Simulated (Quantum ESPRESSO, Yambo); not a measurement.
# A GW chain in Yambo: SiC (P6_3mc), part 2 of 3

Aim: the G0W0 gap of SiC (P6_3mc) on PBE, step by step.

Quantum ESPRESSO 7.5 and Yambo 5.3.0; PBE and many-body steps on it, plane waves. Known limits of the many-body steps: not at the basis limit; coarse k mesh.

So far. Step 2 (Ground state): The gap is indirect, with the least direct gap 1.13 eV higher. Step 3 (Bands along the symmetry lines): The gap is 2.228 eV, as in the run before at this level.

### 4. Empty states on the mesh, 3×3×2 mesh, 203 bands

Level of this step: DFT, PBE, plane waves, norm-conserving pseudopotentials (Quantum ESPRESSO).

The sums over transitions need many empty states on a uniform mesh; this step solves for them.

Input file pw.in:

```
&control
  calculation = 'nscf'
  prefix = 'x'
  outdir = 'o'
  pseudo_dir = 'pseudo'
/
&system
  ibrav = 0
  nat = 8
  ntyp = 2
  ecutwfc = 74.0
  nbnd = 203
  force_symmorphic = .true.
/
&electrons
  conv_thr = 1e-9
  electron_maxstep = 80
  diago_full_acc = .true.
  diago_thr_init = 5e-6
/
ATOMIC_SPECIES
  Si 28.085 Si.upf
  C 12.011 C.upf
CELL_PARAMETERS angstrom
  3.0756941497 -0.0000000000 0.0000000000
  -1.5378470748 2.6636292679 0.0000000000
  0.0000000000 0.0000000000 10.0706464800
ATOMIC_POSITIONS crystal
  Si 0.6666666667 0.3333333333 0.9378419800
  Si 0.3333333333 0.6666666667 0.4378419800
  Si 0.0000000000 0.0000000000 0.6878943800
  Si 0.0000000000 0.0000000000 0.1878943800
  C 0.6666666667 0.3333333333 0.7498025900
  C 0.3333333333 0.6666666667 0.2498025900
  C 0.0000000000 0.0000000000 0.5004600500
  C 0.0000000000 0.0000000000 0.0004600500
K_POINTS automatic
  3 3 2 0 0 0
```

Run with:

```
OMP_NUM_THREADS=1 mpirun -n 4 pw.x -nk 4 -in pw.in > pw.out
```

What it wrote:

```text
[banner, memory and clock lines left out]
Program PWSCF v.7.5 starts

     Atomic positions and unit cell read from directory:
     o/x.save/

     Message from routine setup:
     using ibrav=0 with symmetry is DISCOURAGED, use correct ibrav instead

     G-vector sticks info

     bravais-lattice index     =            0
     lattice parameter (alat)  =       5.8122  a.u.
     unit-cell volume          =     556.7637 (a.u.)^3
     number of atoms/cell      =            8
     number of atomic types    =            2
     number of electrons       =        32.00
     number of Kohn-Sham states=          203
     kinetic-energy cutoff     =      74.0000  Ry
     charge density cutoff     =     296.0000  Ry
     Exchange-correlation= PBE
                           (   1   4   3   4   0   0   0)

     celldm(1)=   5.812220  celldm(2)=   0.000000  celldm(3)=   0.000000
     celldm(4)=   0.000000  celldm(5)=   0.000000  celldm(6)=   0.000000

     crystal axes: (cart. coord. in units of alat)
               a(1) = (   1.000000  -0.000000   0.000000 )
               a(2) = (  -0.500000   0.866025   0.000000 )
               a(3) = (   0.000000   0.000000   3.274268 )

     reciprocal axes: (cart. coord. in units 2 pi/alat)
               b(1) = (  1.000000  0.577350 -0.000000 )
               b(2) = (  0.000000  1.154701 -0.000000 )
               b(3) = ( -0.000000 -0.000000  0.305412 )
     Pseudo is Norm-conserving + core correction, Zval =  4.0
     Generated using ONCVPSP code by D. R. Hamann
     Using radial grid of 1510 points,  6 beta functions with:
     Pseudo is Norm-conserving + core correction, Zval =  4.0
     Generated using ONCVPSP code by D. R. Hamann
     Using radial grid of 1248 points,  4 beta functions with:
     Si                4.00    28.08500     Si( 1.00)
     C                 4.00    12.01100     C ( 1.00)

      6 Sym. Ops. (no inversion) found

   Cartesian axes

     site n.     atom                  positions (alat units)
         1        Si     tau(   1) = (   0.5000000   0.2886751   3.0707458  )
         2        Si     tau(   2) = (  -0.0000000   0.5773503   1.4336119  )
         3        Si     tau(   3) = (   0.0000000   0.0000000   2.2523505  )
         4        Si     tau(   4) = (   0.0000000   0.0000000   0.6152165  )
         5        C      tau(   5) = (   0.5000000   0.2886751   2.4550545  )
         6        C      tau(   6) = (  -0.0000000   0.5773503   0.8179206  )
         7        C      tau(   7) = (   0.0000000   0.0000000   1.6386403  )
         8        C      tau(   8) = (   0.0000000   0.0000000   0.0015063  )

     number of k points=     6
                       cart. coord. in units 2pi/alat
        k(    1) = (   0.0000000   0.0000000   0.0000000), wk =   0.1111111
        k(    2) = (   0.0000000   0.0000000  -0.1527059), wk =   0.1111111
        k(    3) = (   0.0000000   0.3849002   0.0000000), wk =   0.6666667
        k(    4) = (   0.0000000   0.3849002  -0.1527059), wk =   0.6666667
        k(    5) = (   0.3333333   0.5773503   0.0000000), wk =   0.2222222
        k(    6) = (   0.3333333   0.5773503  -0.1527059), wk =   0.2222222

     Dense  grid:    47781 G-vectors     FFT dimensions: (  32,  32, 108)

     The potential is recalculated from file :
     o/x.save/charge-density

     Starting wfcs are   32 randomized atomic wfcs +  171 random wfcs

     Band Structure Calculation

     End of band structure calculation

          k = 0.0000 0.0000 0.0000 (  5975 PWs)   bands (ev):

    -5.9065  -4.7273  -4.6903  -2.3297   0.9692   5.2137   5.2542   8.4176
     8.4176   8.8798   8.8798   9.0222   9.0222   9.5542   9.6071   9.6071
    14.7181  15.2976  15.9184  15.9433  16.6000  16.6000  16.6245  16.6245
[...]
[... 14 further rows ...]
[...]
91.7995  91.8099  91.8099

          k = 0.0000 0.0000-0.1527 (  5896 PWs)   bands (ev):

[...]
[... 14 further rows ...]
[...]
92.5517  92.5517  93.7514

          k = 0.0000 0.3849 0.0000 (  5986 PWs)   bands (ev):

[...]
44.2840  44.4361  44.9853  45.4475  46.1016  46.3343  47.6355  47.8242
     [... 14 further rows ...]
    93.3469  93.9862  94.3042  94.4701  95.0542  95.0706  95.7159  96.1861
    96.1881  96.5451  97.2227

          k = 0.0000 0.3849-0.1527 (  5978 PWs)   bands (ev):

     [... further k-points ...]

     highest occupied, lowest unoccupied level (ev):     9.6071   12.6184

     XML data file, pseudopotentials, collected wavefunctions
```

The job ended after 38 s (4 MPI ranks of Arm Neoverse N1, shared host; peak memory 0.65 GiB).

Numbers from this step:

- gap: 3.011 eV
- k of the valence top: 0, 0, 0
- k of the conduction bottom: 0, 0.3333, 0
- least direct gap: 3.856 eV
- k points computed: 6
- lowest point of the top converged band, above the valence top: 82.2029 eV

On this mesh the gap is 3.011 eV. The earlier step found 2.228 eV, so this mesh misses an edge.

### 5. Conversion and set-up

This step: Yambo 5.3.0; conversion and set-up on PBE, plane waves, norm-conserving pseudopotentials.

The states are converted to the many-body program's format and the q mesh is built.

Run with:

```
(cd o/x.save; p2y > p2y.log; mv SAVE ../..); yambo > setup.log
```

What it wrote:

```text
 Yambo, version 5.3.0

 [02] CORE Variables Setup
 =========================

  [02.01] Unit cells
  ==================

  Cell kind             :  HCP
  Atoms in the cell     :  Si  C
  number of Si atoms    :   4
  number of C  atoms    :   4

  List of atomic masses
  Mass of Si    :  28.08500
  Mass of C     :  12.01100

  List of atomic coordinates    : [cc]
  Si1       :   2.90611   1.67784  17.84785  order 1
  Si2       : -0.22762E-09   3.3557       8.3325      order 2
  Si3       :   0.00000   0.00000  13.09116  order 3
  Si4       :  0.000000  0.000000  3.575774  order 4
  C1       :   2.90611   1.67784  14.26932  order 5
  C2       : -0.22762E-09   3.3557       4.7539      order 6
  C3       :  0.000000  0.000000  9.524137  order 7
  C4       :  0.000000  0.000000  0.008755  order 8

  Alat factors          :   5.81222   5.03353  19.03076 [a.u.]
  Direct lattice volume :  556.7637 [a.u.]
  Direct lattice vectors:  A[ 1 ]  A[ 2 ]  A[ 3 ]
   A[ 1 ]:  1.000000 -0.000000  0.000000  [iru]
   5.812220 -0.000000  0.000000  [cc]
   A[ 2 ]: -0.500000  1.000000  0.000000  [iru]
  -2.906110  5.033530  0.000000  [cc]
   A[ 3 ]:  0.000000  0.000000  1.000000  [iru]
    0.00000   0.00000  19.03076  [cc]

  Recip. lattice volume :  0.445522 [a.u.]
  Recip. lattice vectors:  B[ 1 ]  B[ 2 ]  B[ 3 ]
   B[ 1 ]:  1.000000  0.500000  0.000000  [iku]
   1.081030  0.624133 -0.000000  [cc]
   B[ 2 ]:  0.000000  1.000000  0.000000  [iku]
   0.000000  1.248266 -0.000000  [cc]
   B[ 3 ]:  0.000000  0.000000  1.000000  [iku]
  -0.000000 -0.000000  0.330159  [cc]

  [02.02] Symmetries
  ==================

  Inversion symmetry    : yes
  Spatial inversion     : no
  Inversion index       :   7
  K-space Time-reversal : yes
  Magnetic symmetries   : no
  Time-reversal derived K-space symmetries:   7  12
  Group table correct   : yes
  Symmetries units      :  [cc]

   [S  1]:   1.0000       0.0000       0.0000      0.80654E-17   1.0000       0.0000       0.0000       0.0000       1.0000
   [S  2]: -0.500000  0.866025  0.000000 -0.866025 -0.500000  0.000000  0.000000  0.000000  1.000000
   [S  3]: -0.500000 -0.866025  0.000000  0.866025 -0.500000  0.000000  0.000000  0.000000  1.000000
   [S  4]:  -1.0000       0.0000       0.0000      0.37543E-10   1.0000       0.0000       0.0000       0.0000       1.0000
   [S  5]:  0.500000  0.866025  0.000000  0.866025 -0.500000  0.000000  0.000000  0.000000  1.000000
   [S  6]:  0.500000 -0.866025  0.000000 -0.866025 -0.500000  0.000000  0.000000  0.000000  1.000000
   [S* 7]:  -1.0000      -0.0000      -0.0000     -0.80654E-17  -1.0000      -0.0000      -0.0000      -0.0000      -1.0000
   [S* 8]:  0.500000 -0.866025 -0.000000  0.866025  0.500000 -0.000000 -0.000000 -0.000000 -1.000000
   [S* 9]:  0.500000  0.866025 -0.000000 -0.866025  0.500000 -0.000000 -0.000000 -0.000000 -1.000000
[...]
K_min[ 3 ] :  0.31044E-17  0.33333       0.0000     [rlu]
  Grid dimensions      :  2  3  3
  K lattice UC volume  :  0.024751 [a.u.]

  IBZ K-points                                      :   6
  BZ  K-points                                      :  18

  K/Q-points units:
  rlu = crystal or reduced units; cc = cartesian coordinates; iku = interal k-units

  K [1]          [rlu]:  0.000000  0.000000  0.000000
         WF components:   5975
  K [2]          [rlu]:  0.000000  0.000000 -0.500000
         WF components:   5896
  K [3]          [rlu]:  0.000000  0.333333  0.000000
         WF components:   5986
  K [4]          [rlu]:  0.000000  0.333333 -0.500000
         WF components:   5978
  K [5]          [rlu]:  0.333333  0.333333  0.000000
         WF components:   6012
  K [6]          [rlu]:  0.333333  0.333333 -0.500000
         WF components:   6030

  [02.05] Energies & Occupations
  ==============================

  [X] === General ===
  [X] Electronic Temperature                        :  0.000000  0.000000 [eV K]
  [X] Bosonic    Temperature                        :  0.000000  0.000000 [eV K]
  [X] Finite Temperature mode                       : no
  [X] El. density                                   :  0.38786E+24 [cm-3]
  [X] Fermi Level                                   :  9.607050 [eV]

  [X] === Gaps and Widths ===
  [X] Conduction Band Min                           :  3.011370 [eV]
  [X] Valence Band Max                              :  0.000000 [eV]
  [X] Filled Bands                                  :  16
  [X] Empty Bands                                   :   17  203
  [X] Direct Gap                                    :  3.856449 [eV]
  [X] Direct Gap localized at k                     :  3
  [X] Indirect Gap                                  :  3.011370 [eV]
  [X] Indirect Gap between kpts                     :  1  3
  [X] Last valence band width                       :  2.457014 [eV]
  [X] 1st conduction band width                     :  2.308218 [eV]

  E @ K [1]:  [eV]
  -15.51356 -14.33437 -14.29736 -11.93680  -8.63786  -4.39338  -4.35289  -1.18941
[...]
occ @ K [1]
[...]
E @ K [2]:  [eV]
[...]
occ @ K [2]
[...]
E @ K [3]:  [eV]
[...]
occ @ K [3]
[...]
E @ K [4]:  [eV]
[...]
occ @ K [4]
[...]
E @ K [5]:  [eV]
[...]
occ @ K [5]
[...]
E @ K [6]:  [eV]
[...]
occ @ K [6]
[...]
0.000000  0.000000  0.000000  0.000000  0.000000  0.000000  0.000000  0.000000
   0.000000  0.000000  0.000000  0.000000  0.000000  0.000000  0.000000  0.000000

 [03] Transferred momenta grid and indexing
 ==========================================

 IBZ Q-points                                      :   6
 BZ  Q-points                                      :  18

 K/Q-points units:
 rlu = crystal or reduced units; cc = cartesian coordinates; iku = interal k-units

 Q [1]          [rlu]:  0.000000  0.000000  0.000000
 Q [2]          [rlu]:  0.000000  0.000000 -0.500000
 Q [3]          [rlu]:  0.31044E-17  0.33333       0.0000
 Q [4]          [rlu]:  0.31044E-17  0.33333     -0.50000
 Q [5]          [rlu]:  0.333333  0.333333  0.000000
 Q [6]          [rlu]:  0.333333  0.333333 -0.500000

  [03.01] X indexes
  =================

   [03.01.01] Sigma indexes
   ========================

 [06] Game Over & Game summary
```

Run time: 2.7 s. Hardware: 1 MPI rank; peak memory 0.24 GiB.

(Part 2 of 3 ends here.)

[Paths, hosts, dates, memory and timing lines, banners, echoed tables and standing remarks are left out of the program output.]

[Logs are printed without paths, hosts, clocks, repeated set-up lines and the standing remarks that a program may print on its own settings, such as how far it seeks lower states.]

[Runs of the session that timed out or met a known fault of the program may be left out.]

[Hosts, paths, dates, database ids (printed as entryN), source tags and the programs' standing remarks are cut or masked in the printed files.]
